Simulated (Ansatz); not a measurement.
`CCC(C)(C)CC` + `[OH][InH][Cl]` → `CC[O][InH][Cl]` + `CCC(C)C`  (substitution at a C–C bond)

Isolated molecules relaxed with PBE0-D4/def2-TZVP in Ansatz; ΔE leaves out vibrations. CCSD(T)/CBS is the MP2 limit (def2-TZVPP, def2-QZVPP) plus CCSD(T) − MP2 in def2-TZVPP, frozen cores. Functionals use def2-TZVPP. HSE06 is defined as in plane-wave codes. Elements past krypton have def2 core potentials. For In outer-core shells are correlated without core-valence functions, which leaves a few kJ/mol of doubt a bond. Each species was taken in one conformer, which may not be the lowest.

```json
{"level": "PBE-D4", "ΔE (kcal/mol)": "9.6", "difference from CCSD(T)/CBS": "-2.3"}
{"level": "HSE06-D4", "ΔE (kcal/mol)": "10.3", "difference from CCSD(T)/CBS": "-1.6"}
{"level": "ωB97X-V", "ΔE (kcal/mol)": "10.4", "difference from CCSD(T)/CBS": "-1.5"}
{"level": "ωB97M-V", "ΔE (kcal/mol)": "11.4", "difference from CCSD(T)/CBS": "-0.5"}
{"level": "PBE-QIDH", "ΔE (kcal/mol)": "11.5", "difference from CCSD(T)/CBS": "-0.4"}
{"level": "BLYP", "ΔE (kcal/mol)": "4.7", "difference from CCSD(T)/CBS": "-7.2"}
{"level": "r2SCAN", "ΔE (kcal/mol)": "9.5", "difference from CCSD(T)/CBS": "-2.4"}
{"level": "PBE0", "ΔE (kcal/mol)": "9.0", "difference from CCSD(T)/CBS": "-2.9"}
{"level": "r2SCAN0", "ΔE (kcal/mol)": "10.2", "difference from CCSD(T)/CBS": "-1.7"}
{"level": "SCS-MP2/def2-QZVPP", "ΔE (kcal/mol)": "11.8", "difference from CCSD(T)/CBS": "-0.1"}
{"level": "CCSD(T)/CBS", "ΔE (kcal/mol)": "11.9", "difference from CCSD(T)/CBS": "0"}
```

Largest T1 diagnostic among the species: 0.015.

In def2-TZVPP, CCSD(T) changes the Hartree–Fock value by +6.3 kcal/mol (the triples alone add +0.6 kcal/mol) and MP2 by +8.5 kcal/mol. Leaving LDA and LC-ωPBE aside and taking each functional with its dispersion term where it has one, the values, not all of them listed here, spread over 3.3 kcal/mol, from BLYP-D4 to PBE-QIDH. LDA lies +3.7 kcal/mol from PBE without D4.

CCSD(T)/CBS has its own doubt, a few kJ/mol and more with outer-core shells, so smaller differences from it don't rank the levels.
